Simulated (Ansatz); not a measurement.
Space group I4_1/amd:1 (No. 141). a = 3.808 Å, b = 3.808 Å, c = 9.465 Å, α = 90.00°, β = 90.00°, γ = 90.00°
```tsv
atom	site	symmetry	x	y	z
Mg	4a	-4m2	0.0000	0.0000	0.0000
H	8e	2mm.	0.5000	0.5000	0.2899
```

Equation of state of this MgH2 structure (not necessarily the ground state), with shape and atoms relaxed at each volume where symmetry leaves them free. The calculation used Ansatz, DFT PBE, scalar-relativistic, plane waves, PAW.

Cutoff 420 eV; k points 8×8×8 on the computed 6-atom cell (Γ-centred); Gaussian smearing, width 0.02 eV; no spin polarisation.

```
V (Å³/atom)  E − E(largest V) (meV/atom)  P (GPa)  gap on mesh (eV)
     10.066                        13.05     6.74              3.68
     10.410                         0.83     4.72              3.65
     10.753                        -7.32     2.94              3.62
     11.096                       -11.89     1.37              3.60
     11.439                       -13.32     0.01              3.52
     11.782                       -12.00    -1.21              3.43
     12.125                        -8.26    -2.27              3.35
     12.583                         0.00    -3.48              3.24
```

**Question.** Fit a third-order Birch–Murnaghan equation, E = E0 + (9V0B0/16)·[(x − 1)³B0' + (x − 1)²(6 − 4x)] with x = (V0/V)^(2/3), to E(V).

**Answer.** V0 = 11.44 Å³/atom, B0 = 43 GPa, B0' = 3.3.

The cell was found from a structure generator's guess, not taken from experiment.
